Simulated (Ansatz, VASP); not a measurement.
# One calculation of ZnO, two programs

```xyz
4
Lattice="3.2309 0.0000 0.0000 -1.6155 2.7980 0.0000 0.0000 0.0000 5.2156" Properties=species:S:1:pos:R:3 pbc="T T T"
Zn    0.0000    1.8654   -0.1341
Zn    1.6155    0.9327    2.4737
O     0.0000    1.8654    2.1264
O     1.6155    0.9327    4.7343
```

Change from the starting cell: polar distortion scaled by 0.55.

Alike in both runs: task single point; functional PBEsol; k mesh 9 × 9 × 6; no spin polarisation.

|  | VASP | Ansatz |
| --- | --- | --- |
| version | VASP 6.6.1 | Ansatz 0.2.0 |
| potentials or method | VASP PAW PBE potentials, release 64 (Zn, O) | scalar-relativistic, plane waves, PAW |
| plane-wave cutoff (eV) | 520 | 420 |
| occupations | gaussian, width 0.01 eV | fixed |
| valence electrons in the cell | 36 | 36 |

Ansatz gave:

```
gap on the k mesh at the Fermi level (eV)       : 0.77
least direct gap on the mesh (eV)               : 0.77
pressure (GPa)                                  : 3.6
largest component of the traceless stress (GPa) : 9.22
rms of the force components (eV/Å)              : 0.372
```

**Question.** Which values does VASP return?

**Answer.** gap on the k mesh at the Fermi level (eV): 0.77; least direct gap on the mesh (eV): 0.77; pressure (GPa): 4.7; largest component of the traceless stress (GPa): 9.89; rms of the force components (eV/Å): 0.387.

Atom by atom the forces differ by 0.015 eV/Å (rms over components). Ansatz warned: «pseudo_functional_mismatch».

Caveats: the PAW data sets were made with another functional, which shifts forces and pressure a little (VASP).
